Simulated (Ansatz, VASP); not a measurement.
**As in VASP and in Ansatz**

INCAR

```
ALGO     = Normal         # electronic algorithm
EDIFF    = 1E-7           # SCF threshold, eV
ENCUT    = 520            # plane-wave cutoff, eV
ISIF     = 2              # what is computed and relaxed
ISMEAR   = -1             # smearing method
LASPH    = T              # aspherical terms in the spheres
LCHARG   = F              # write CHGCAR
LREAL    = F              # projectors in reciprocal space
LWAVE    = F              # write WAVECAR
NBANDS   = 12             # bands
NELM     = 80             # most SCF steps
PREC     = Accurate       # precision mode
SIGMA    = 0.05           # smearing width, eV
```

KPOINTS

```
k-points
0
Gamma
  9 9 9
```

Contents of POSCAR:

```
As
1.0
    1.8932528703      1.0930700543      3.5373346065
   -1.8932528703      1.0930700543      3.5373346065
    0.0000000000     -2.1861401086      3.5373346065
As
2
Direct
    0.2260000000      0.2260000000      0.2260000000
    0.7740000000      0.7740000000      0.7740000000
```

Contents of input.yaml:

```yaml
crystal:
  lattice:
    - [1.8932528703, 1.0930700543, 3.5373346065]
    - [-1.8932528703, 1.0930700543, 3.5373346065]
    - [0.0, -2.1861401086, 3.5373346065]
  atoms:
    - { symbol: As, position: [0.226, 0.226, 0.226] }
    - { symbol: As, position: [0.774, 0.774, 0.774] }
hamiltonian:
  xc: lda
  pseudopotentials: { kind: paw }
kpoints:
  mp_grid: { grid: [9, 9, 9] }
scf:
  occupations: { method: fermi_dirac, width: 0.05 }
output:
  forces: true
  stress: true
  eigenvalues: true
```

Alike in both runs: task single point; functional LDA; k mesh 9 × 9 × 9; occupations fermi-dirac, width 0.05 eV; no spin polarisation.

|  | VASP | Ansatz |
| --- | --- | --- |
| version | VASP 6.6.1 | Ansatz 0.2.0 |
| potentials or method | VASP PAW LDA potentials, release 64 (As) | Ansatz PAW |
| plane-wave cutoff (eV) | 520 | 420 |
| valence electrons in the cell | 10 | 30 |

Ansatz gave:

| Property | Result |
| --- | --- |
| gap on the k mesh at the Fermi level (eV) | none |
| pressure (GPa) | -2.8 |
| largest component of the traceless stress (GPa) | 0.04 |
| rms of the force components (eV/Å) | 0.077 |

What did VASP give for the same quantities?

gap on the k mesh at the Fermi level (eV): none; pressure (GPa): -2.4; largest component of the traceless stress (GPa): 0.09; rms of the force components (eV/Å): 0.115.

Atom by atom the forces differ by 0.038 eV/Å (rms over components). A gap of «none» marks a metal or a gap that the smearing closes. The two sets of potentials don't hold the same shells in valence.

Caveats: the PAW data sets come from PBE, with cores solved anew for the run's functional, which leaves a small shift of forces and pressure (Ansatz).
